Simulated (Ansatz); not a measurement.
Here is an Ansatz 0.2.0 calculation.

Contents of input.yaml:

```yaml
crystal:
  lattice:
    - [4.105182, 0.0, 0.0]
    - [0.0, 4.105182, 0.0]
    - [0.0, 0.0, 2.891313]
  atoms:
    - { symbol: Cu, position: [0.0, 0.0, 0.0] }
    - { symbol: Al, position: [0.0, 0.5, 0.5] }
    - { symbol: Al, position: [0.5, 0.0, 0.5] }
hamiltonian:
  xc: r2scan
  pseudopotentials: { kind: paw }
kpoints:
  mp_grid: { grid: [7, 7, 9] }
scf:
  occupations: { method: fermi_dirac, width: 0.05 }
output:
  forces: true
  stress: true
  eigenvalues: true
  write_density: true
  write_potential: true
  elf: true
  volumetric_format: npy
relax:
  f_tol: 0.01
  max_steps: 40
  cell: { stress_tol: 0.05 }
```

Potentials or basis: Ansatz PAW.

Run with:

```bash
$ ansatz run input.yaml --threads 2 --pin off --max-ram 5632MiB --backend cpu --events-out ev --progress --plain --runs-dir out
```

Q: Predict the relaxed volume.

A: 15.88 Å³/atom.

Q: Predict the space group after relaxing (to 0.05 Å).

A: P4/mmm (No. 123).

Final structure:
```
Cu Al
1.0
     4.08700    0.00000    0.00000
     0.00000    4.08700    0.00000
     0.00000    0.00000    2.85285
Cu Al
1 2
Direct
  0.00000 0.00000 0.00000
  0.00000 0.50000 0.50000
  0.50000 0.00000 0.50000
```

Caveat: the PAW data sets come from PBE, with cores solved anew for the run's functional, which leaves a small shift of forces and pressure.
